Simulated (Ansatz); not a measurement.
# Ir: the cost of one run

Computed with Ansatz 0.2.0 (DFT PBE, scalar-relativistic, plane waves, PAW, unless a step's input says otherwise).

The COD entry's cell or inner coordinates are ideal or old and differ from later refinements, so a difference from it is no clean test against experiment.

3 further runs of the same task are left out: 3 set aside as unsound or not needed.

**1. The system as given**

Symmetry: Fm-3m, No. 225, cubic system. Conventional cell: a = 3.871 Å, b = 3.871 Å, c = 3.871 Å, α = 90.00°, β = 90.00°, γ = 90.00°. Around Ir (site symmetry m-3m) lie 12 Ir at 2.74 Å.

Coordinates:

```cif
data_structure
_symmetry_space_group_name_H-M 'Fm-3m'
_symmetry_Int_Tables_number 225
_cell_length_a 3.8707
_cell_length_b 3.8707
_cell_length_c 3.8707
_cell_angle_alpha 90.000
_cell_angle_beta 90.000
_cell_angle_gamma 90.000
_cell_volume 57.99
loop_
_atom_site_label
_atom_site_type_symbol
_atom_site_symmetry_multiplicity
_atom_site_Wyckoff_symbol
_atom_site_fract_x
_atom_site_fract_y
_atom_site_fract_z
_atom_site_occupancy
Ir1 Ir 4 a 0.00000 0.00000 0.00000 1
```

This cell was relaxed beforehand with the same method: volume 14.50 Å³/atom, gap on the mesh none (metal).

**2. A bulk reference on a matched mesh**

To let mesh errors cancel, the bulk is computed in a cell built on the (001) plane.

Input file input.yaml:

```yaml
crystal:
  lattice:
    - [2.7369706247, 0.0, 0.0]
    - [0.0, 2.7369706247, 0.0]
    - [0.0, 0.0, 3.8706609772]
  atoms:
    - { symbol: Ir, position: [0.0, 0.0, 0.0] }
    - { symbol: Ir, position: [0.5, 0.5, 0.5] }
basis:
  ecutwfc: 420
kpoints:
  mp_grid: { grid: [12, 12, 12] }
hamiltonian:
  xc: pbe
scf:
  occupations: { method: gaussian, width: 0.1 }
output:
  forces: true
  stress: true
  eigenvalues: true
```

The run is started by

```console
ansatz run input.yaml --threads 4 --pin off --max-ram 11264MiB --backend cpu --events-out ev --progress --plain --runs-dir out
```

**Question.** How long does this run take on 4 threads of Arm Neoverse V2, shared host, and how much memory does it need?

About 1.2 s, with a peak of 0.37 GiB.
